## A parabola on one side only

Push the four silicon atoms of a cubic NiSi cell one way along a vibration, and the energy rises almost exactly as the square of the displacement. Such a curve looks like the mark of a harmonic crystal. The question is whether it lets us foretell the energy, the force and the pressure when the atoms are pushed 0.2 Å the other way.

NiSi (space group P2_13, 8-atom cell fixed at a = 4.468 Å) with one vibrational mode frozen in, computed with Ansatz 0.2.0 using PBEsol and scalar-relativistic PAW datasets made for PBE, without spin polarisation. The plane-wave cutoff is 420 eV, the k mesh 10×10×10 and the Gaussian smearing 0.15 eV; energies are free energies, and pressure is positive in compression.

| amplitude (Å of the largest displacement) | energy change (meV a cell) | force along mode (eV/Å) | pressure (GPa) |
| --- | --- | --- | --- |
| -0.2 | 867.6 | 8.745 | 5.89 |
| -0.15 | 486.5 | 6.508 | 3.44 |
| -0.1 | 216.0 | 4.321 | 1.65 |
| -0.05 | 54.0 | 2.160 | 0.50 |
| 0 | 0.0 | -0.002 | -0.01 |
| 0.05 | 55.0 | -2.206 | 0.11 |
| 0.1 | 222.1 | -4.500 | 0.89 |
| 0.15 | 507.6 | -6.949 | 2.32 |
| 0.175 | 697.5 | -8.253 | 3.29 |
| 0.2 | ? | ? | ? |

The amplitude $A$ is the largest displacement of any atom, and nickel hardly moves. The energy change is counted from the undisturbed cell, and the force along the mode is minus the slope of that energy. Dividing the energy by $A^2$ gives a simple test, since a harmonic mode yields a constant. For negative amplitudes the quotient stays between 21.6 and 21.7 eV/Å². For positive ones it climbs from 22.0 to 22.8 eV/Å² at 0.175 Å.

### Two effects that hide each other

Each silicon atom sits in a cage of seven nickel neighbours. When it moves, some contacts shorten and others lengthen, and a short contact stiffens faster than a long one softens. In a cage alike in front and behind, this should make the energy rise faster than a parabola in both directions. If the cage differs between front and back, one direction can also cost more than the other.

The pressure shows that the two directions really are different. Near zero it has a part linear in the amplitude, which symmetry allows only if the motion keeps the full symmetry of the crystal. Plus and minus are then two different structures, and their energies need not agree. The distances show how the cage differs. At +0.15 Å the shortest Si–Ni contact has shrunk from 2.341 to 2.185 Å, slightly more than silicon has moved: silicon runs head-on at one nickel atom, which comes a little way to meet it. At −0.15 Å the shortest contact is still 2.275 Å. On that side silicon nears its neighbours at a slant, and the threefold symmetry about its path makes three such contacts. Each of the three starts out longer than the head-on contact and shortens by only about 0.07 Å for every 0.1 Å that silicon moves, but together they can nearly match it. The two directions are therefore expected to cost almost the same, with the short head-on contact the likely reason why the right side costs more. The scan itself does not divide the energy among the contacts.

In a power series,

$$E(A)=c_2A^2+c_3A^3+c_4A^4+c_5A^5,$$

the even terms act alike on both sides, while the odd terms change sign with $A$. Here the even correction to the parabola is positive, and the odd part is positive on the right and negative on the left. On the left they work against each other: both are small at first, and at the largest displacement they nearly cancel. The good parabola there is a coincidence of sizes. On the right they add.

### The forecast

The known point at −0.2 Å already contains the whole even part, so only the odd part is needed. At 0.15 Å it is half the difference between the two sides, $(507.6-486.5)/2=10.55$ meV. If it grows as $A^3$, it reaches $10.55\times(0.2/0.15)^3\approx25.0$ meV at 0.2 Å. Adding it twice to the left-hand energy gives $867.6+50.0=917.6$ meV.

This estimate should be a little low. Between 0.10 and 0.15 Å the difference in force between the two sides grows 2.5-fold, once the tiny force at zero is removed, whereas a cubic energy term would make it grow by $1.5^2=2.25$. The fifth-order term is therefore worth keeping. A least-squares fit of the series to all nine known energies then gives 920.5 meV.

For the pressure, the linear part adds to the quadratic one on the left and subtracts from it on the right. The force and the pressure were fitted to the same nine rows, with polynomials of fourth and third order. The ranges below are judged from rounding and from the effect of dropping the highest term.

- Energy change: 918 to 923 meV, clearly above both the mirror point and the parabola.
- Force along the mode: −9.67 to −9.57 eV/Å, stronger than at −0.2 Å.
- Pressure: 4.35 to 4.48 GPa, well below its value at −0.2 Å.

The withheld rows as computed:

| amplitude (Å of the largest displacement) | energy change (meV a cell) | force along mode (eV/Å) | pressure (GPa) |
| --- | --- | --- | --- |
| 0.2 | 920.8 | -9.625 | 4.44 |

All three values fall within their ranges. The energy lies 0.3 meV above the fit, and the force agrees to better than 0.01 eV/Å. The pressure is 0.03 GPa above its fitted value. The average of the two sides shows the main reason: the even part of the pressure grows slightly faster than $A^2$, which a cubic polynomial cannot follow. The new point lies only a short step beyond known ones, so this success tests the smoothness of the curve more than the picture of the cage.

With both sides known at 0.2 Å, the cancellation can be read off. Relative to the fitted parabola, the even correction is about 24 meV and the odd part about 27 meV. On the left they leave the energy 3 meV below the parabola, and on the right they lift it by about 50 meV.

For small vibrations the asymmetry changes the energy little. If a single cell swung alone in this mode, the fitted curvature and the atomic masses would put its zero-point turning point at about 0.03 Å, and even at 0.05 Å the two energies differ by only 2 %. For larger displacements the practical rule is to compute both signs whenever a mode keeps the crystal's symmetry, because a curve that looks like a parabola on one side may still depart from it on the other. Only where a symmetry operation turns the displacement into its opposite may one side stand for both.
